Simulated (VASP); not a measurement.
# Cs (I4/mmm) in VASP: a series of runs

The runs below take Cs through single point, with PBE.

Program: VASP 6.6.1. These are calculated values, not measurements. Logs are shortened: lines on timing, memory, paths and dates and some standing lists are left out, and cuts for length are marked.

## 1. Starting point

It takes space group I4/mmm (No. 139, tetragonal). Conventional cell: a = 5.500 Å, b = 5.500 Å, c = 8.194 Å, α = 90.00°, β = 90.00°, γ = 90.00°.

This isn't the form of Cs at room conditions, which is bcc.

## 2. Single point, PBE

Contents of INCAR:

```
PREC = Accurate
ENCUT = 450
EDIFF = 1E-6
ISMEAR = 1
SIGMA = 0.15
LREAL = False
LASPH = True
NELM = 100
ALGO = Normal
ISIF = 2
LWAVE = False
LCHARG = False
GGA = PE
NBANDS = 10
ADDGRID = False
```

Contents of KPOINTS:

```
regular mesh
0
Gamma
  6 6 6
```

Contents of POSCAR:

```
Cs
1.0
   -2.6528630000      2.7200140000      3.9488130000
    2.8833600000     -2.6988260000      4.0893020000
    2.7318000000      2.7777640000     -3.9345920000
Cs
1
Direct
    0.0073440000      0.0133040000      0.0001460000
```

Potentials or basis: VASP PAW PBE potentials, release 64 (Cs_sv).

Run with:

```console
> cat potpaw_PBE.64/Cs_sv/POTCAR > POTCAR
> mpirun -np 1 vasp_std > vasp.out
```

OUTCAR:

```text
PREC = Accurate
   ENCUT = 450
   EDIFF = 1E-6
   ISMEAR = 1
   LREAL = False
   LASPH = True
   NELM = 100
   ISIF = 2
   GGA = PE

 Found    112 irreducible k-points:

 Following reciprocal coordinates:
            Coordinates               Weight
  0.000000  0.000000  0.000000      1.000000
  0.166667  0.000000  0.000000      2.000000
  0.333333  0.000000 -0.000000      2.000000
  0.500000  0.000000  0.000000      1.000000
  0.000000  0.166667  0.000000      2.000000
  0.166667  0.166667  0.000000      2.000000
   k-points           NKPTS =    112   k-points in BZ     NKDIM =    112   number of bands    NBANDS=     10
   number of dos      NEDOS =    301   number of ions     NIONS =      1
   total plane-waves  NPLWV =  64000
   dimension x,y,z NGX =    40 NGY =   40 NGZ =   40
   dimension x,y,z NGXF=    80 NGYF=   80 NGZF=   80
   ions per type =               1
   NGX,Y,Z   is equivalent  to a cutoff of  12.13, 11.70, 12.01 a.u.
   NGXF,Y,Z  is equivalent  to a cutoff of  24.27, 23.39, 24.02 a.u.
 SYSTEM =  unknown system
   PREC   = accura    normal or accurate (medium, high low for compatibility)
   ISTART =      0    job   : 0-new  1-cont  2-samecut
   ICHARG =      2    charge: 1-file 2-atom 10-const
   ISPIN  =      1    spin polarized calculation?
   LNONCOLLINEAR =      F non collinear calculations
   LSORBIT =      F    spin-orbit coupling
   LASPH  =      T    aspherical Exc in radial PAW
   ENCUT  =  450.0 eV  33.07 Ry    5.75 a.u.   9.48  9.83  9.58*2*pi/ulx,y,z
   NELM   =    100;   NELMIN=  2; NELMDL= -5     # of ELM steps
   EDIFF  = 0.1E-05   stopping-criterion for ELM
   LREAL  =      F    real-space projection
   EDIFFG = 0.1E-04   stopping-criterion for IOM
   NSW    =      0    number of steps for IOM
   IBRION =     -1    ionic relax: 0-MD 1-quasi-New 2-CG
   NFREE  =      0    steps in history (QN), initial steepest desc. (CG)
   ISIF   =      2    stress and relaxation
   ISYM   =      2    0-nonsym 1-usesym 2-fastsym
   POTIM  = 0.5000    time-step for ionic-motion
   TEBEG  =    0.0;   TEEND  =   0.0 temperature during run
   PSTRESS=    0.0 pullay stress
   NELECT =       9.0000    total number of electrons
   NUPDOWN=      -1.0000    fix difference up-down
   EMIN   =  10.00;   EMAX   =-10.00  energy-range for DOS
   EFERMI =   0.00;   METHOD = LEGACY
   ISMEAR =     1;   SIGMA  =   0.15  broadening in eV -4-tet -1-fermi 0-gaus
   EFERMI_NEDOS =   21; number of points for ismear=-14 and -15
   IALGO  =     38    algorithm
   IMIX   =      4    mixing-type and parameters
     AMIX     =   0.40;   BMIX     =  1.00
     AMIX_MAG =   1.60;   BMIX_MAG =  1.00
  volume/ion in A,a.u.               =     123.95       836.44
  Fermi-wavevector in a.u.,A,eV,Ry     =   0.682981  1.290648  6.346621  0.466464
  Thomas-Fermi vector in A             =   1.762213
   LORBIT       =      0    0 simple, 1 ext, 2 COOP (PROOUT), +10 PAW based schemes
   GGA     = PE    functional components
   LHFCALC =     F    Hartree Fock is set to
   AEXX    =    0.0000 exact exchange contribution
   IVDW    =     0    specifies the selected vdW correction
   LEPSILON=     F    determine dielectric tensor
   LRPA    =     F    only Hartree local field effects (RPA)
 non-spin polarized calculation
 Methfessel and Paxton  Order N= 1 SIGMA  =   0.15
  energy-cutoff  :      450.00
  volume of cell :      123.95
 maximum number of plane-waves:      2716
 NGX is ok and might be reduce to    40

 number of electron       9.0000000 magnetization

 Free energy of the ion-electron system (eV)
  ---------------------------------------------------
  ext. energy  EPLUGINS =         0.00000000
  ---------------------------------------------------
  free energy    TOTEN  =        -0.83740878 eV

  energy without entropy =       -0.83575848  energy(sigma->0) =       -0.83685868

 E-fermi :   0.2519     XC(G=0):  -5.2221

 val. band max:        0.2285615781   @ k =   0.1667   0.1667   0.5000
 cond. band min:       0.2673380171   @ k =   0.3333  -0.3333   0.1667
 fundamental gap:      0.0387764390
 Fermi energy:         0.2518714522

 k-point     1 :       0.0000    0.0000    0.0000
  band No.  band energies     occupation
      1     -23.6245      2.00000
      2     -10.3848      2.00000
      3     -10.3766      2.00000
      4     -10.3754      2.00000
      5      -1.3296      2.00000
      6       2.4851     -0.00000
      7       2.7457     -0.00000
      8       2.7985     -0.00000
      9       3.6085      0.00000
     10       3.7917      0.00000

 k-point     2 :       0.1667    0.0000    0.0000
  band No.  band energies     occupation
      1     -23.6234      2.00000
      2     -10.4052      2.00000
      3     -10.3861      2.00000
      4     -10.3810      2.00000
      5      -1.0617      2.00000
      6       2.2446     -0.00000
      7       2.6566     -0.00000
      8       2.8738     -0.00000
      9       3.4835      0.00000
     10       3.5712      0.00000

 k-point     3 :       0.3333    0.0000   -0.0000
  band No.  band energies     occupation
      1     -23.6211      2.00000
      2     -10.4603      2.00000
      3     -10.3916      2.00000
      4     -10.3900      2.00000
      5      -0.3590      2.00000
      6       1.5381     -0.00000
      7       2.5785     -0.00000
      8       2.7401     -0.00000
      9       3.7739      0.00000
     10       3.9448      0.00000

 k-point     4 :       0.5000    0.0000    0.0000
  band No.  band energies     occupation
      1     -23.6199      2.00000
      2     -10.4873      2.00000
      3     -10.3966      2.00000
      4     -10.3922      2.00000
      5       0.2810      0.67850
      6       0.9937     -0.00000
      7       2.4636     -0.00000
      8       2.6165     -0.00000
      9       4.1351      0.00000
     10       4.5772      0.00000

 k-point     5 :       0.0000    0.1667    0.0000
  band No.  band energies     occupation
      1     -23.6237      2.00000
      2     -10.4080      2.00000
      3     -10.3793      2.00000
      4     -10.3782      2.00000
      5      -1.0840      2.00000
      6       2.1000     -0.00000
      7       2.7947     -0.00000
      8       2.8428     -0.00000
      9       3.5617      0.00000
     10       3.6740      0.00000

 k-point     6 :       0.1667    0.1667    0.0000
  band No.  band energies     occupation
      1     -23.6223      2.00000
      2     -10.4237      2.00000
      3     -10.4011      2.00000
      4     -10.3836      2.00000
      5      -0.6924      2.00000
      6       1.8970     -0.00000
      7       2.3806     -0.00000
      8       3.0895     -0.00000
      9       3.1536     -0.00000
     10       3.9978      0.00000

 [... further k-points ...]

------------------------ aborting loop because EDIFF is reached ----------------------------------------

  FORCE on cell =-STRESS in cart. coord.  units (eV):
  Direction    XX          YY          ZZ          XY          YZ          ZX
  --------------------------------------------------------------------------------------
  -------------------------------------------------------------------------------------
  Total       -0.0719633     -0.0507263     -0.0638315      0.0011310     -0.0054309     -0.0339975
  in kB       -0.9302104     -0.6556971     -0.8250976      0.0146191     -0.0702003     -0.4394578
  external PRESSURE =      -0.8036684 kB  Pullay stress =       0.0000000 kB

 VOLUME and BASIS-vectors are now :
 -----------------------------------------------------------------------------
  energy-cutoff  :      450.00
  volume of cell :      123.95
      direct lattice vectors                 reciprocal lattice vectors
    -2.652863000  2.720014000  3.948813000    -0.005972949  0.181656419  0.124099719
     2.883360000 -2.698826000  4.089302000     0.174839185 -0.002819191  0.119401107
     2.731800000  2.777764000 -3.934592000     0.175719406  0.179382947 -0.005511685

 POSITION                                       TOTAL-FORCE (eV/Angst)
 -----------------------------------------------------------------------------------
      0.01928     -0.01552      0.08283         0.000000      0.000000      0.000000
 -----------------------------------------------------------------------------------
    total drift:                               -0.000001      0.000003     -0.000002

  FREE ENERGIE OF THE ION-ELECTRON SYSTEM (eV)
  ---------------------------------------------------
  free  energy   TOTEN  =        -0.8374087761 eV

  energy  without entropy=       -0.8357584754  energy(sigma->0) =       -0.83685868
```

It took 54 s on 1 thread of Intel Xeon Platinum 8488C (Sapphire Rapids), shared host; peak memory 0.28 GiB.

The run converged, but some of its settings lie outside the range that counts as converged, so its numbers aren't taken as properties of the crystal.

What came out:

- Free energy: -0.8374 eV
- Pressure: -0.1 GPa
- Band gap on the k mesh: none (metal or under the smearing width)

## 3. Single point, PBE

This run uses another cell than the first one, of the same volume but with other edges.

INCAR, as its differences from that of step 2:

```diff
@@ -1,3 +1,3 @@
 PREC = Accurate
-ENCUT = 450
+ENCUT = 700
 EDIFF = 1E-6
```

Contents of KPOINTS:

```
regular mesh
0
Gamma
  5 5 5
```

Contents of POSCAR:

```
Cs
1.0
   -2.7500754600      2.7500754600      4.0972389800
    2.7500754600     -2.7500754600      4.0972389800
    2.7500754600      2.7500754600     -4.0972389800
Cs
1
Direct
    0.0000000000      0.0000000000      0.0000000000
```

Potentials or basis: VASP PAW PBE potentials, release 64 (Cs_sv).

Run with:

```console
> cat potpaw_PBE.64/Cs_sv/POTCAR > POTCAR
> mpirun -np 1 vasp_std > vasp.out
```

It took 22 s on 1 thread of Intel Xeon Platinum 8488C (Sapphire Rapids), shared host; peak memory 0.33 GiB.

These settings aren't checked as converged: the numbers below hold their error.

What came out:

- Free energy: -0.8716 eV
- Pressure: -0.1 GPa
- Band gap on the k mesh: none (metal or under the smearing width)
